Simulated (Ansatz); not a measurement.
**MgO: sound and stiffness along [100], [110] and [111]**

The calculation used DFT PBEsol, scalar-relativistic, plane waves, PAW (Ansatz). Settings: 420 eV plane-wave cutoff, Γ-centred 10×10×10 mesh, fixed occupations. No spin polarisation.

The cell, relaxed at this level:
```cif
data_structure
_symmetry_space_group_name_H-M 'Fm-3m'
_symmetry_Int_Tables_number 225
_cell_length_a 4.2142
_cell_length_b 4.2142
_cell_length_c 4.2142
_cell_angle_alpha 90.000
_cell_angle_beta 90.000
_cell_angle_gamma 90.000
_cell_volume 74.84
loop_
_atom_site_label
_atom_site_type_symbol
_atom_site_symmetry_multiplicity
_atom_site_Wyckoff_symbol
_atom_site_fract_x
_atom_site_fract_y
_atom_site_fract_z
_atom_site_occupancy
Mg1 Mg 4 a 0.00000 0.00000 0.00000 1
O1 O 4 b 0.50000 0.00000 0.00000 1
```

With ions relaxed, on the cubic axes: C11 = 292.6, C12 = 89.7, C44 = 144.4 GPa. The density is 3.577 g/cm³.

**Question.** Is the crystal stable against strain, and how anisotropic is it?

**Answer.** Born's conditions hold: C11 + 2C12 = 471.9, C11 − C12 = 202.9 and C44 = 144.4 GPa are all positive. B = (C11 + 2C12)/3 = 157.3 GPa. The two shear moduli are C44 and C′ = (C11 − C12)/2 = 101.5 GPa, so Zener's ratio is A = C44/C′ = 1.42: the tetragonal shear C′ is the soft one, as in many fcc and bcc metals and zincblende crystals. The Cauchy pressure C12 − C44 is -54.8 GPa; it would vanish for pair forces between atoms on inversion centres at zero pressure, and a negative value is usual with directional bonding, though many-body forces give one in some ionic oxides too.

**Question.** Give the sound speeds along the three symmetry directions.

**Answer.** The Christoffel equation gives ρv² for each branch:
```
direction branch                    ρv²    GPa v (m/s)
    [100]              L                    C11  292.6     9044
    [100]         T (×2) C44  144.4     6354
    [110]              L   (C11 + C12 + 2C44)/2  335.5     9685
    [110]   T, u ∥ [001]                    C44  144.4     6354
    [110]  T, u ∥ [1-10]          (C11 − C12)/2  101.5     5326
    [111]              L  (C11 + 2C12 + 4C44)/3  349.8     9889
    [111]         T (×2) (C11 − C12 + C44)/3  115.8     5689
```

**Question.** How does Young's modulus depend on direction?

**Answer.** Inverting gives S11 = 3.991, S12 = -0.936, S44 = 6.925 TPa⁻¹. Along a unit vector (l, m, n), 1/E = S11 − 2(S11 − S12 − S44/2)(l²m² + m²n² + n²l²), where the last bracket is 0, 1/4 and 1/3 for [100], [110] and [111]: E = 251, 307 and 332 GPa. With A > 1 the body diagonal is stiffest. For a film on (001), the biaxial modulus is C11 + C12 − 2C12²/C11 = 327 GPa and the normal strain is −2C12/C11 = -0.61 times the in-plane one.

Cost: 2 runs of about 0.31 core-minutes in all, on Arm Neoverse V1 (shared hosts).

MgO is stiffest along the body diagonal and most compliant along [100], even though the nearest Mg–O contacts lie along the cube axes. The reason is the balance of forces in an ionic rocksalt lattice. The tetragonal shear changes the Mg–O distances to first order, so short-range repulsion resists it while the Coulomb energy favours it. The C44 shear leaves those distances unchanged to first order and is resisted largely by electrostatics, which the doubly charged ions make strong. Longitudinal sound is therefore fastest along [111], and the slowest wave is the [110] transverse branch governed by C′.

The negative Cauchy pressure probably reflects the compressible oxide ion, whose charge cloud contracts or swells with its surroundings, rather than covalent directionality. Such breathing lowers C11 and C12 together but leaves both shear moduli alone, so it doesn't cause the anisotropy. The ordering of directions shouldn't be carried over to deep-mantle pressures, where the elastic anisotropy of MgO is known to reverse.
